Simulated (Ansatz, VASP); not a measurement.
## Cross-check of Ga8As5P3 (random alloy of the zinc-blende GaP-GaAs line, x = 0.625) between VASP and Ansatz

Aim: how closely do two programs agree when they are given the same cell, functional and k mesh? Of the first pair: The structure shown is the start of the Ansatz relaxation below; VASP solves that cell, so the two are compared at the walk's first step.

Main program and level: Ansatz 0.2.0; plane waves, with VASP 6.6.1 beside it; PBE.

### Step 1. The structure

The cell holds 64 atoms: 32 Ga, 20 As and 12 P. Its edges and angles: a = 11.320 Å, b = 11.320 Å, c = 11.320 Å, α = 90.0°, β = 90.0°, γ = 90.0°. It derives from GaP (zinc-blende GaP-GaAs), repeated 2×2×2. Zinc-blende GaP-GaAs: 64 atoms, 20 of 32 P sites given to As at random, cell and internal coordinates interpolated linearly between the end members (Vegard's rule); (so at first; earlier steps may have moved the atoms), displaced by a Gaussian of 0.02 A. Lattice constants are starting values near those of PBE.

### Step 2. Ansatz: relaxation, PBE

Ansatz runs on its default PAW (the set named soft_2) files.

The two programs are compared at the cell with which this relaxation starts, whose forces are those of its first step.

Contents of input.yaml:

```yaml
crystal:
  lattice:
    - [11.32, 0.0, 0.0]
    - [0.0, 11.32, 0.0]
    - [0.0, 0.0, 11.32]
  atoms:
    - { symbol: Ga, position: [0.99926, 0.9999, 0.99623] }
    - { symbol: As, position: [0.1279, 0.12183, 0.12351] }
    - { symbol: Ga, position: [0.00089, 0.2478, 0.24813] }
    - { symbol: As, position: [0.12339, 0.37597, 0.37905] }
    - { symbol: Ga, position: [0.25007, 0.99802, 0.25095] }
    - { symbol: As, position: [0.37395, 0.12497, 0.37708] }
    - { symbol: Ga, position: [0.24868, 0.25002, 0.99845] }
    - { symbol: As, position: [0.37472, 0.37545, 0.12325] }
    - { symbol: Ga, position: [0.9994, 0.99958, 0.49887] }
    - { symbol: As, position: [0.1229, 0.12249, 0.62473] }
    - { symbol: Ga, position: [0.99952, 0.25394, 0.7457] }
    - { symbol: As, position: [0.1252, 0.37565, 0.8774] }
    - { symbol: Ga, position: [0.25089, 0.99851, 0.75] }
    - { symbol: P, position: [0.37596, 0.12445, 0.87636] }
    - { symbol: Ga, position: [0.2467, 0.25306, 0.50259] }
    - { symbol: P, position: [0.37441, 0.37608, 0.62508] }
    - { symbol: Ga, position: [0.99854, 0.50015, 0.00177] }
    - { symbol: P, position: [0.12433, 0.62434, 0.12487] }
    - { symbol: Ga, position: [0.00077, 0.75226, 0.24888] }
    - { symbol: P, position: [0.1259, 0.87538, 0.37172] }
    - { symbol: Ga, position: [0.24926, 0.49977, 0.24993] }
    - { symbol: As, position: [0.37558, 0.6214, 0.37508] }
    - { symbol: Ga, position: [0.2488, 0.74746, 0.00093] }
    - { symbol: P, position: [0.3763, 0.87385, 0.12649] }
    - { symbol: Ga, position: [0.99933, 0.50012, 0.49806] }
    - { symbol: As, position: [0.1278, 0.6203, 0.62484] }
    - { symbol: Ga, position: [0.00123, 0.74641, 0.74967] }
    - { symbol: As, position: [0.12486, 0.87646, 0.87721] }
    - { symbol: Ga, position: [0.24929, 0.49755, 0.75242] }
    - { symbol: P, position: [0.37715, 0.62418, 0.87562] }
    - { symbol: Ga, position: [0.25067, 0.751, 0.50036] }
    - { symbol: P, position: [0.37749, 0.87193, 0.62684] }
    - { symbol: Ga, position: [0.50067, 0.99962, 0.00207] }
    - { symbol: P, position: [0.62086, 0.12705, 0.12568] }
    - { symbol: Ga, position: [0.498, 0.25077, 0.24946] }
    - { symbol: As, position: [0.62957, 0.37824, 0.37578] }
    - { symbol: Ga, position: [0.74873, 0.99897, 0.24943] }
    - { symbol: P, position: [0.87401, 0.12341, 0.37396] }
    - { symbol: Ga, position: [0.74951, 0.24909, 0.99877] }
    - { symbol: As, position: [0.87336, 0.37951, 0.1224] }
    - { symbol: Ga, position: [0.4982, 0.00076, 0.49943] }
    - { symbol: P, position: [0.62575, 0.12641, 0.62723] }
    - { symbol: Ga, position: [0.50133, 0.24824, 0.75196] }
    - { symbol: As, position: [0.62188, 0.3748, 0.87412] }
    - { symbol: Ga, position: [0.74813, 0.00105, 0.74968] }
    - { symbol: As, position: [0.8768, 0.12238, 0.8765] }
    - { symbol: Ga, position: [0.75088, 0.25022, 0.49749] }
    - { symbol: As, position: [0.87456, 0.37227, 0.62132] }
    - { symbol: Ga, position: [0.50579, 0.50172, 0.00317] }
    - { symbol: As, position: [0.62424, 0.62623, 0.12623] }
    - { symbol: Ga, position: [0.50106, 0.75001, 0.2496] }
    - { symbol: As, position: [0.62134, 0.87608, 0.37575] }
    - { symbol: Ga, position: [0.75198, 0.49952, 0.25308] }
    - { symbol: As, position: [0.87421, 0.62278, 0.37666] }
    - { symbol: Ga, position: [0.74917, 0.74778, 0.00022] }
    - { symbol: As, position: [0.87634, 0.87543, 0.12588] }
    - { symbol: Ga, position: [0.50726, 0.50145, 0.50271] }
    - { symbol: P, position: [0.62149, 0.62564, 0.62637] }
    - { symbol: Ga, position: [0.49936, 0.74845, 0.7507] }
    - { symbol: P, position: [0.62444, 0.87395, 0.87703] }
    - { symbol: Ga, position: [0.75236, 0.50053, 0.7492] }
    - { symbol: As, position: [0.87591, 0.62647, 0.87611] }
    - { symbol: Ga, position: [0.74743, 0.7494, 0.50063] }
    - { symbol: As, position: [0.8761, 0.8767, 0.62634] }
kpoints:
  mp_grid: { grid: [1, 1, 1] }
hamiltonian:
  xc: pbe
scf:
  occupations: { method: fermi_dirac, width: 0.025 }
output:
  forces: true
relax:
  f_tol: 0.04
  max_steps: 150
  cell: {}
```

The run is started by

```sh
$ ansatz run input.yaml --threads 4 --pin off --max-ram 8192MiB --backend cpu --events-out ev --progress --plain --runs-dir out
```

Numbers of over 12 decimals in the logs are rounded to 6 here.

The program printed:

```text
Engine: ansatz 0.2.0, x86_64-unknown-linux-gnu
Pseudopotentials: kind: paw
Pseudopotential: Ga, paw, valence charge 13, recommended cutoff 420 eV (normal), Ga.paw.azcp
Pseudopotential: As, paw, valence charge 15, recommended cutoff 420 eV (normal), As.paw.azcp
Pseudopotential: P, paw, valence charge 5, recommended cutoff 420 eV (normal), P.paw.azcp
Functional definition: PBE
  parameter kappa = 0.804
  parameter beta = 0.066725
  exchange = pbe_x(kappa = kappa, mu = beta*pi^2/3)
  correlation = pbe_c(beta = beta)
Crystal: 64 atoms, lattice volume = 1450.572 Å³
Basis set: ecut = 420 eV, 28353 PW (Γ), exchange–correlation on 160×160×160 points (8 copies of the dense FFT grid, shifted against one another)
Bands: 466, of which v1, the nominal top of the filled ones, is band 388 counted from 1 (387 counted from 0)
Symmetry: 1 space group operations
Space group: P1 (ITA 1), of the structure as read, at distance tolerance 1.1e-4 Å
k-points: 1
Non-local potential: Ga, projectors of the file, l = 0: 2, l = 1: 2, l = 2: 3, l = 3: 1
Non-local potential: As, projectors of the file, l = 0: 2, l = 1: 2, l = 2: 3, l = 3: 1
Non-local potential: P, projectors of the file, l = 0: 2, l = 1: 2, l = 2: 2
PAW form: soft (Blöchl's): semilocal exchange-correlation on the pseudo side does not see the compensation charge
PAW one-centre angular grid: Ga, 590 points (default); XC on 64 Gauss nodes
PAW one-centre angular grid: As, 590 points (default); XC on 64 Gauss nodes
PAW one-centre angular grid: P, 110 points (default); XC on 64 Gauss nodes
Initial density: superposition of atomic densities (neutral atoms: chi_scale 0, normalization atom), corrected by the library's trained network
Initial wavefunctions: pseudopotential atomic-orbital guess
Functional: x = pbe(κ = 0.804, μ = 0.219515), c = pbe(β = 0.066725)
SCF iter   1: F=—  HF=-227264.855578 eV  |F-HF|=—  |Δ(HF+E_count)|=         —  Δρ=1.90e-3  dr2=3.64e-2  ethr=1.77e-3  ⟨swp⟩=7.0  Hψ=1862  notcnv=0  defer=6
preconditioner: auto → Resta (q_TF=auto, 2.458 Å⁻¹)  ε∞=3.7  [insulator: Δε(μ)=0.619 eV  Ē_g=14.151 eV  σ=0.025 eV  W_gap=1.00  n_scr=364 (ndim 8)  ℏωp=23.4 eV  f_vac=0.065  D(μ)=0.00/eV (n_scr^D=0)  ε∞_Penn≈3.7]
SCF iter   2: F=—  HF=-227264.809216 eV  |F-HF|=—  |Δ(HF+E_count)|=   4.64e-2  Δρ=7.43e-4  dr2=7.42e-3  ethr=4.69e-6  ⟨swp⟩=3.0  Hψ=998  notcnv=0  defer=72
SCF iter   3: F=—  HF=-227264.809940 eV  |F-HF|=—  |Δ(HF+E_count)|=   7.24e-4  Δρ=4.77e-4  dr2=1.68e-3  ethr=9.57e-7  ⟨swp⟩=2.0  Hψ=781  notcnv=0  defer=72
SCF iter   4: F=—  HF=-227264.808831 eV  |F-HF|=—  |Δ(HF+E_count)|=   1.11e-3  Δρ=1.53e-4  dr2=2.53e-4  ethr=2.16e-7  ⟨swp⟩=2.0  Hψ=681  notcnv=0  defer=72
SCF iter   5: F=—  HF=-227264.808938 eV  |F-HF|=—  |Δ(HF+E_count)|=   1.07e-4  Δρ=3.59e-5  dr2=2.12e-5  ethr=3.27e-8  ⟨swp⟩=2.0  Hψ=781  notcnv=0  defer=72
SCF iter   6: F=—  HF=-227264.808145 eV  |F-HF|=—  |Δ(HF+E_count)|=   7.93e-4  Δρ=2.56e-5  dr2=6.93e-6  ethr=2.73e-9  ⟨swp⟩=3.0  Hψ=784  notcnv=0  defer=72
SCF iter   7: F=—  HF=-227264.808150 eV  |F-HF|=—  |Δ(HF+E_count)|=   4.63e-6  Δρ=6.84e-6  dr2=6.84e-7  ethr=8.93e-10  ⟨swp⟩=2.0  Hψ=681  notcnv=0  defer=72
SCF iter   8: F=—  HF=-227264.808151 eV  |F-HF|=—  |Δ(HF+E_count)|=   1.20e-6  Δρ=2.57e-6  dr2=1.46e-7  ethr=8.82e-11  ⟨swp⟩=3.0  Hψ=825  notcnv=0  defer=72
SCF iter   9: F=-227264.808151 eV  HF=-227264.808151 eV  |F-HF|=5.68e-9  |Δ(HF+E_count)|=   7.48e-9  Δρ=9.87e-7  dr2=1.08e-8  ethr=1.29e-11  ⟨swp⟩=4.0  Hψ=1532  notcnv=0
SCF 1 converged in 9 iterations: F = -227264.808151 eV  dr2 = 1.08e-8
  greatest PAW one-centre occupation: 0.999 electrons in one spin orbital (limit 2), on the As atom at site 47 (counted from 0), in its partial waves of l = 2
relax step   1: F+E_penalty+E_count = -227264.80815084 eV  Δ(F+E_penalty+E_count) = +0.000e0 eV  max|allowed force component| = 1.024e0 eV/Å  Δτ_max = 0.0000 Å  P = +0.145 GPa  Ω = 1450.572 Å³  (9 SCF iters, dr2 threshold 1.00e-7 eV, accepted)
Crystal: 64 atoms, lattice volume = 1450.513 Å³
Basis set: ecut = 420 eV, 28375 PW (Γ), exchange–correlation on 160×160×160 points (8 copies of the dense FFT grid, shifted against one another)
Initial density: handed on by an earlier stage of this run
Initial wavefunctions: those handed on with the density
iter 1 solved again at ethr=4.65e-5 eV; its pass at ethr=3.10e-3 eV (dr2=3.61e-1 eV) is discarded
SCF iter   1: F=—  HF=-227265.776890 eV  |F-HF|=—  |Δ(HF+E_count)|=         —  Δρ=8.18e-3  dr2=3.63e-1  ethr=4.65e-5  ⟨swp⟩=8.0  Hψ=1974  notcnv=0
preconditioner: auto → Resta (q_TF=auto, 2.458 Å⁻¹)  ε∞=3.7  [insulator: Δε(μ)=0.614 eV  Ē_g=14.163 eV  σ=0.025 eV  W_gap=1.00  n_scr=364 (ndim 8)  ℏωp=23.4 eV  f_vac=0.066  D(μ)=0.00/eV (n_scr^D=0)  ε∞_Penn≈3.7]
SCF iter   2: F=—  HF=-227265.728612 eV  |F-HF|=—  |Δ(HF+E_count)|=   4.83e-2  Δρ=4.15e-3  dr2=9.79e-2  ethr=4.65e-5  ⟨swp⟩=7.0  Hψ=700  notcnv=0
[...]
atom  12  As     0.00733429    -0.00358409     0.00002374
  atom  13  Ga     0.00531551    -0.00227620    -0.00143897
  atom  14  P     -0.00274824    -0.00564176     0.00137080
  atom  15  Ga    -0.00314384    -0.00393958     0.00359408
  atom  16  P     -0.00116871     0.00878216     0.00392403
  atom  17  Ga    -0.00099455     0.00778494     0.00575551
  atom  18  P      0.00198550     0.00351297     0.00007763
  atom  19  Ga     0.00014287    -0.00841797     0.00032306
  atom  20  P     -0.00114126     0.00358854    -0.00433276
  atom  21  Ga    -0.00768852    -0.00401632    -0.00080462
  atom  22  As     0.00039189     0.00680346     0.00644151
  atom  23  Ga    -0.00747931     0.00854760    -0.00288265
  atom  24  P     -0.00699272    -0.00280912     0.00622442
  atom  25  Ga    -0.00197465    -0.00231219    -0.00926114
  atom  26  As     0.01021839     0.00476542     0.00052370
  atom  27  Ga     0.00038876    -0.00075436     0.00551786
  atom  28  As     0.01377266    -0.00074127    -0.00035071
  atom  29  Ga     0.00180788    -0.00416869     0.00121978
  atom  30  P      0.00038432    -0.00865810    -0.00237359
  atom  31  Ga    -0.00421222    -0.01357659    -0.00508230
  atom  32  P     -0.00016114     0.00640648     0.01064812
  atom  33  Ga     0.00440661     0.00474743    -0.01132861
  atom  34  P      0.00770311    -0.00020528     0.00493498
  atom  35  Ga     0.00173804    -0.00202790     0.00496973
[...]
atom  57  Ga     0.00280520    -0.00765367     0.00405413
  atom  58  P     -0.00077353    -0.00464000    -0.00329100
  atom  59  Ga     0.00110205     0.00611904    -0.00594993
  atom  60  P     -0.00175509     0.00569076    -0.00058511
  atom  61  Ga    -0.00582287     0.00327633    -0.00314804
  atom  62  As    -0.00117453     0.00167818    -0.00249392
  atom  63  Ga     0.00454178     0.00519973     0.00609647
  atom  64  As    -0.00077227     0.00404338     0.00007688
  max |Σ_I F_I| component: 6.00e-7 eV/Å
--- Stress (GPa, compression-positive) ---
       -0.023255      -0.004023      -0.003406
       -0.004023      -0.001376      -0.001896
       -0.003406      -0.001896      -0.005569
  P = ⅓ Tr σ = -0.0101 GPa (-0.101 kbar)
--- Relaxed structure (3 steps of the walk, 3 accepted, 1 SCFs on fresh bases) ---
  F+E_penalty+E_count = -227265.77342463 eV   max|allowed force component| = 1.377e-2 eV/Å   (the final SCF, on the basis selected at the relaxed cell)
  cell:  # Å, volume = 1449.4732 Å³
    - [11.319930, 0.000245816, 0.000792934]
    - [0.000245816, 11.314708, 0.000143226]
    - [0.000792934, 0.000143226, 11.316786]
  atoms:
    - { symbol: Ga, position: [1.000412, 0.999221, 0.999368] }
    - { symbol: As, position: [0.126328, 0.122778, 0.126139] }
    - { symbol: Ga, position: [-0.00253723, 0.245754, 0.254216] }
    - { symbol: As, position: [0.125484, 0.374587, 0.375175] }
    - { symbol: Ga, position: [0.251159, 0.993242, 0.250034] }
    - { symbol: As, position: [0.376013, 0.122803, 0.376329] }
    - { symbol: Ga, position: [0.254120, 0.244920, 0.996502] }
    - { symbol: As, position: [0.375231, 0.374675, 0.123201] }
    - { symbol: Ga, position: [1.000117, 0.999195, 0.493239] }
    - { symbol: As, position: [0.127186, 0.123610, 0.624354] }
    - { symbol: Ga, position: [0.999741, 0.249898, 0.750562] }
    - { symbol: As, position: [0.128240, 0.375802, 0.875141] }
    - { symbol: Ga, position: [0.257282, 0.998774, 0.750725] }
    - { symbol: P, position: [0.378173, 0.122423, 0.874075] }
    - { symbol: Ga, position: [0.254453, 0.253980, 0.502908] }
    - { symbol: P, position: [0.377370, 0.374703, 0.627431] }
    - { symbol: Ga, position: [1.003675, 0.503036, 0.00370096] }
    - { symbol: P, position: [0.127419, 0.627017, 0.125223] }
    - { symbol: Ga, position: [0.0064806, 0.750652, 0.250286] }
    - { symbol: P, position: [0.126547, 0.874967, 0.374395] }
    - { symbol: Ga, position: [0.247489, 0.502511, 0.247436] }
    - { symbol: As, position: [0.374431, 0.626894, 0.376246] }
    - { symbol: Ga, position: [0.254417, 0.746839, 0.00245495] }
    - { symbol: P, position: [0.375191, 0.874823, 0.123160] }
    - { symbol: Ga, position: [1.000607, 0.499872, 0.500715] }
    - { symbol: As, position: [0.128468, 0.626018, 0.625258] }
    - { symbol: Ga, position: [0.000899176, 0.750744, 0.750014] }
    - { symbol: As, position: [0.129047, 0.873873, 0.876007] }
    - { symbol: Ga, position: [0.257865, 0.500946, 0.750456] }
    - { symbol: P, position: [0.376147, 0.627136, 0.874309] }
    - { symbol: Ga, position: [0.250983, 0.757768, 0.501092] }
    - { symbol: P, position: [0.377073, 0.874849, 0.627274] }
    - { symbol: Ga, position: [0.499380, 0.998954, -7.764470805532992e-5] }
    - { symbol: P, position: [0.623577, 0.122385, 0.124242] }
    - { symbol: Ga, position: [0.502374, 0.246170, 0.246999] }
    - { symbol: As, position: [0.624551, 0.372576, 0.377333] }
    - { symbol: Ga, position: [0.749541, 1.005030, 0.250612] }
    - { symbol: P, position: [0.873778, 0.123247, 0.375403] }
    - { symbol: Ga, position: [0.745392, 0.247227, 1.002792] }
    - { symbol: As, position: [0.874978, 0.373647, 0.126246] }
    - { symbol: Ga, position: [0.499851, -0.000777387, 0.507255] }
    - { symbol: P, position: [0.622631, 0.123398, 0.626353] }
    - { symbol: Ga, position: [0.497489, 0.245909, 0.747332] }
    - { symbol: As, position: [0.621949, 0.373655, 0.873408] }
    - { symbol: Ga, position: [0.741941, -0.000409504, 0.750330] }
    - { symbol: As, position: [0.871768, 0.123745, 0.875099] }
    - { symbol: Ga, position: [0.749226, 0.241643, 0.501175] }
    - { symbol: As, position: [0.872747, 0.373683, 0.624292] }
    - { symbol: Ga, position: [0.496771, 0.503306, -0.0042096] }
    - { symbol: As, position: [0.623185, 0.626896, 0.123366] }
    - { symbol: Ga, position: [0.497041, 0.754266, 0.247273] }
    - { symbol: As, position: [0.623742, 0.876728, 0.376296] }
    - { symbol: Ga, position: [0.749261, 0.500358, 0.250802] }
    - { symbol: As, position: [0.875861, 0.626359, 0.375442] }
    - { symbol: Ga, position: [0.745918, 0.754895, -0.00357659] }
    - { symbol: As, position: [0.874793, 0.875528, 0.126089] }
    - { symbol: Ga, position: [0.499562, 0.499836, 0.506527] }
    - { symbol: P, position: [0.621574, 0.625915, 0.627503] }
    - { symbol: Ga, position: [0.498824, 0.750454, 0.751035] }
    - { symbol: P, position: [0.620627, 0.875835, 0.874156] }
    - { symbol: Ga, position: [0.745876, 0.502058, 0.747561] }
    - { symbol: As, position: [0.873970, 0.625808, 0.875292] }
    - { symbol: Ga, position: [0.745356, 0.746690, 0.502934] }
    - { symbol: As, position: [0.872812, 0.875887, 0.624321] }
```

In the SCF lines HF is the Harris–Foulkes energy and dr2 the Hartree energy of the density residual, in eV; the loop may stop once dr2 is under the threshold and the program's other checks hold. Hψ counts applications of the Hamiltonian.

(Continued in part 2 of 2.)

[Lines on the potential files, build, host, timing and source positions are cut from VASP's logs without a mark.]

[Logs are printed without paths, hosts, clocks, repeated set-up lines and the standing remarks that a program may print on its own settings, such as how far it seeks lower states.]

[Hosts, paths, dates, database ids (printed as entryN), source tags and the programs' standing remarks are cut or masked in the printed files.]
